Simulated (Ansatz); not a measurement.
**WC: what symmetry allows forces and stress to be**

```xyz
2
Lattice="2.8083 0.0000 0.0000 -1.4041 2.4321 0.0000 0.0000 0.0000 2.7815" Properties=species:S:1:pos:R:3 pbc="T T T"
W     0.0000    0.0000   -0.0983
C     1.4041    0.8107    1.4891
```

The calculation used DFT PBEsol, scalar-relativistic, plane waves, PAW (Ansatz 0.2.0).

Plane waves to 420 eV, a k mesh through Γ of 18×18×14 on the computed 2-atom cell and Gaussian smearing (0.10 eV); no spin polarisation.

This distorted cell has space group P3m1, with 6 operations.

Task: Without a calculation: in which directions can each atom feel a force?

Result: A force must be left unchanged by every operation that keeps its atom in place, so it lies in the space that those operations leave fixed. Atoms that the group maps onto each other feel forces of one size.
```csv
atom,site symmetry,operations at the site,equivalent to atom,allowed force (Cartesian)
W1,3m.,6,1,"along (0.00, 0.00, 1.00)"
C2,3m.,6,2,"along (0.00, 0.00, 1.00)"
```

That leaves 2 independent force components of 6, tied by 1 condition that the forces sum to zero, so 1 remains. A relaxation in this cell that keeps the symmetry moves the atoms in these directions alone.

Task: And the stress tensor?

Result: It must be invariant under the point group, which leaves 2 independent components: yz, xz, xy vanish; xx = yy.

Task: Do the computed values obey this?

Result: Yes. Forces (eV/Å):
```
W1   0.000  0.000  4.176
C2   0.000  0.000 -4.176
```

Stress (GPa, compression positive, xx yy zz yz xz xy): 50.77 50.77 45.30 0.00 0.00 0.00. The program imposes the same operations on density, forces and stress, so this confirms the analysis and is no independent test of the calculation.

Spin–orbit coupling is left out, which can shift energies with elements as heavy as these.